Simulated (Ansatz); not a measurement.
## AgCl: moving Ag off its site

AgCl, Fm-3m, a = 5.546 Å (as given, not relaxed at this level: 1.6 GPa). Ansatz: PBE, PAW, 420 eV, Γ-centred 8×8×8 mesh on 2 atoms, Gaussian smearing 0.05 eV; no spin polarisation.

```
CELL_PARAMETERS angstrom
0.00000 2.77315 2.77315
2.77315 0.00000 2.77315
2.77315 2.77315 0.00000
ATOMIC_POSITIONS crystal
Ag 0.50000 0.50000 0.50000
Cl 0.00000 0.00000 0.00000
```

Atom 1 (Ag) moves by x along the unit vector (0.000, 0.000, -1.000), with its periodic images; all else is held. y is the free energy of the cell over the start, F the force along the path summed over the moved atoms. Symmetry makes y even in x.

```
  x (Å) y (meV) F (eV/Å)
-0.1000        ?         ?
-0.0500     1.44      0.06
 0.0000     0.00      0.00
 0.0125     0.09     -0.01
 0.0250     0.36     -0.03
 0.0375     0.81     -0.04
 0.0625     2.26     -0.07
 0.0750     3.28     -0.09
 0.0875     4.49     -0.11
```

**Question.** Fit y = c2 x² + c4 x⁴ to the energies of the other rows, give the force constant, and predict energy and force of the missing row.

**Answer.** Least squares on the rows shown. y = 571.7 x² + 1934 x⁴. The force constant is 2 c2 = 1.14 eV/Å² (for all images moving together, not for a lone atom). With two atoms in a cubic cell this is the optical mode at Γ without the LO field: ω = 521.5 √(2 c2/μ) = 108 cm⁻¹ for μ = 26.68 u. The force −dy/dx at the missing row is 0.12 eV/Å (computed 0.12). At x = -0.1000 the fit asked for gives 5.91 meV. The run gave 5.92 meV, so the fit is 0.01 meV too low, a small miss on the scale of the series.